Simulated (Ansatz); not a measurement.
# Relaxing GaAs

Level of theory: Ansatz 0.2.0, DFT PBEsol, scalar-relativistic, plane waves, PAW. Settings: 420 eV cutoff, 10×10×6 k-mesh, Gaussian smearing of 0.01 eV, no spin polarisation.

What was changed: biaxial strain in the a-b plane, c and atoms relaxed: -2.0 %.

Command:

```bash
ansatz run input.yaml --threads 1 --pin off --max-ram 2560MiB --backend cpu --events-out ev --progress --plain --runs-dir out
```

Input:

```yaml
crystal:
  lattice:
    - [2.7723968822, 2.7723968822, 0.0]
    - [-2.7723968822, 2.7723968822, 0.0]
    - [0.0, 0.0, 5.7258482547]
  atoms:
    - { symbol: Ga, position: [0.0, 0.0, 0.0] }
    - { symbol: Ga, position: [0.5, 0.5, 0.5] }
    - { symbol: As, position: [0.5, 0.0, 0.75] }
    - { symbol: As, position: [0.0, 0.5, 0.25] }
basis:
  ecutwfc: 420
kpoints:
  mp_grid: { grid: [10, 10, 6] }
hamiltonian:
  xc: pbesol
scf:
  occupations: { method: gaussian, width: 0.01 }
output:
  forces: true
  stress: true
  eigenvalues: true
relax:
  adjacent_minimum: "off"
  f_tol: 0.008
  max_steps: 40
  cell: { stress_tol: 0.015, fix: [a, b, gamma] }
```

F is the free energy. Steps run on the plane waves of an earlier cell, but the last one, and at times one on the way, on a freshly chosen basis, so a repeated geometry can differ a little in energy. The held parts of the cell keep their stress, so P needn't end at zero.

Steps:

| step | F − F(1) (eV) | largest force component (eV/Å) | V (Å³/atom) | P (GPa) |
| --- | --- | --- | --- | --- |
| 1 | 0.0000 | 0.000 | 22.005 | 2.14 |
| 2 | -0.0011 | 0.000 | 22.126 | 1.71 |
| 3 | -0.0011 | 0.000 | 22.137 | 1.67 |
| 4 | -0.0012 | 0.000 | 22.137 | 1.67 |

Relaxed structure:

```
CELL_PARAMETERS angstrom
2.77240 2.77240 0.00000
-2.77240 2.77240 0.00000
0.00000 0.00000 5.76017
ATOMIC_POSITIONS crystal
Ga 0.00000 0.00000 0.00000
Ga 0.50000 0.50000 0.50000
As 0.50000 0.00000 0.75000
As 0.00000 0.50000 0.25000
```

The structure is tetragonal, space group I-4m2 (No. 119). Conventional cell: a = 3.921 Å, b = 3.921 Å, c = 5.760 Å, α = 90.00°, β = 90.00°, γ = 90.00°. Ga (site symmetry -4m2) is surrounded by 4 As at 2.43 Å. As (site symmetry -4m2) has 4 Ga at 2.43 Å as nearest neighbours.

The run converged. It took 110 s on 1 thread of Arm Neoverse V1, on a shared host, peak memory 0.46 GiB.